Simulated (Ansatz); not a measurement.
Te2Mo:

```
CELL_PARAMETERS angstrom
6.34645 0.00000 0.00000
0.00000 3.49422 0.00000
-0.54903 0.00000 14.85616
ATOMIC_POSITIONS crystal
Te 0.06309 0.50000 0.40139
Te 0.93626 0.00000 0.59892
Te 0.56720 0.00000 0.36206
Te 0.43254 0.50000 0.63827
Te 0.09105 0.00000 0.13792
Te 0.90945 0.50000 0.86175
Te 0.58109 0.50000 0.09855
Te 0.41935 0.00000 0.90115
Mo 0.31969 0.00000 0.50683
Mo 0.67978 0.50000 0.49352
Mo 0.18149 0.50000 0.00653
Mo 0.81900 0.00000 0.99309
```

The cell is a database's computed one.

Base run:

* Program: Ansatz 0.2.0
* Functional: PBE
* Potentials or basis: Ansatz PAW
* Cutoff: 420 eV (not typed: the program's choice for these potentials)
* k mesh: 4 × 8 × 2
* Occupations: gaussian, width 0.014 eV
* Spin: no spin polarisation

Its results: band gap on the k mesh none (metal or under the smearing width); pressure 0.7 GPa; largest force 0.207 eV/Å.

Task: The run is repeated on the same cell with these changes: functional from PBE to r2SCAN; cutoff from 420 eV (not typed: the program's choice for these potentials) to 500 eV (not typed: the program's choice for these potentials); occupations from gaussian, width 0.014 eV to fermi-dirac, width 0.05 eV. What comes out?

Result: Band gap on the k mesh none (metal or under the smearing width); pressure 0.0 GPa; largest force 0.074 eV/Å.

Caveats: this functional lacks dispersion, which binds the layers, so the pressure and a relaxed spacing across them are unreliable (some runs); spin-orbit coupling is left out, which moves the levels of the heavy elements (some runs); the PAW data sets come from PBE, with cores solved anew for the run's functional, which leaves a small shift of forces and pressure (some runs).
